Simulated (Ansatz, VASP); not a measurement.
# Two plane-wave programs on Cs

The input INCAR:

```
SYSTEM = Cs
PREC = Accurate ; ENCUT = 520
EDIFF = 1E-8 ; ISMEAR = -1
SIGMA = 0.05 ; LREAL = .False.
LASPH = .True. ; NELM = 100
ALGO = Normal ; ISIF = 2
LWAVE = .False. ; LCHARG = .False.
LEFG = .True. ; NBANDS = 10
```

Contents of KPOINTS:

```
Automatic mesh
0
Gamma
  9 9 9
  0 0 0
```

The input POSCAR:

```
Cs
1.0
   -2.9922750000      3.0225000000      3.0225000000
    3.0225000000     -2.9922750000      3.0225000000
    3.0225000000      3.0225000000     -2.9922750000
Cs
1
Direct
    0.0000000000      0.0000000000      0.0000000000
```

Input for Ansatz:

```yaml
crystal:
  lattice:
    - [-2.992275, 3.0225, 3.0225]
    - [3.0225, -2.992275, 3.0225]
    - [3.0225, 3.0225, -2.992275]
  atoms:
    - { symbol: Cs, position: [0.0, 0.0, 0.0] }
kpoints:
  mp_grid: { grid: [9, 9, 9] }
scf:
  occupations: { method: fermi_dirac, width: 0.05 }
hamiltonian:
  xc: lda
  pseudopotentials: { kind: paw }
output:
  forces: true
  stress: true
  eigenvalues: true
  efg: { contact_densities: true }
```

Change from the starting cell: equal xy, yz and zx shear strains of +1 %, PAW files.

Alike in both runs: task electric field gradients; functional LDA; k mesh 9 × 9 × 9; occupations fermi-dirac, width 0.05 eV; no spin polarisation.

```csv
,VASP,Ansatz
version,VASP 6.6.1,Ansatz 0.2.0
potentials or method,"VASP PAW LDA potentials, release 64 (Cs_sv)","PAW with Ansatz's default frozen-core files, scalar-relativistic"
plane-wave cutoff (eV),520,420
valence electrons in the cell,9,9
```

Ansatz gave:

| Item | Value |
| --- | --- |
| pressure (GPa) | -0.3 |
| Vzz of the field gradient on the site that differs most (V/Å²) | -0.8 |

**Question.** What did VASP give for the same quantities?

**Answer.** Pressure (GPa): -0.3; Vzz of the field gradient on the site that differs most (V/Å²): -0.7.

Ansatz warned: «gradients_without_spin_orbit».

The runs have no spin-orbit coupling, so splittings on Cs are missing.
